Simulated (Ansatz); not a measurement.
Runs of Ansatz 0.2.0 on FePt (Tetraferroplatinum). The structure is tetragonal, space group P4/mmm (No. 123). The conventional cell has a = 2.724 Å, b = 2.724 Å, c = 3.720 Å, α = 90.00°, β = 90.00°, γ = 90.00°. Around Pt (site symmetry 4/mmm) lie 8 Fe at 2.68 Å and 4 Pt at 2.72 Å. Fe (site symmetry 4/mmm) has 8 Pt at 2.68 Å and 4 Fe at 2.72 Å as nearest neighbours. 

| cell | pressure (GPa) | moment (μB) |
| --- | --- | --- |
| relaxed | 0.0 | 3.23 |
| relaxed to 20 GPa | 20.0 | (a) |
| relaxed to 5 GPa | 5.0 | (b) |
| relaxed to 10 GPa | 10.0 | 3.19 |
| relaxed to 30 GPa | 30.0 | 3.07 |

Alike in all rows: task relaxation of cell and atoms; level PBEsol; potentials or basis all-electron LAPW, scalar-relativistic; spin collinear, ferromagnetic start; k mesh 10 × 10 × 7; smearing fermi-dirac 0.05 eV; basis error allowed 0.001 eV/atom.

**Question.** Estimate the missing entries.

**Answer.** (a) 3.15; (b) 3.20.
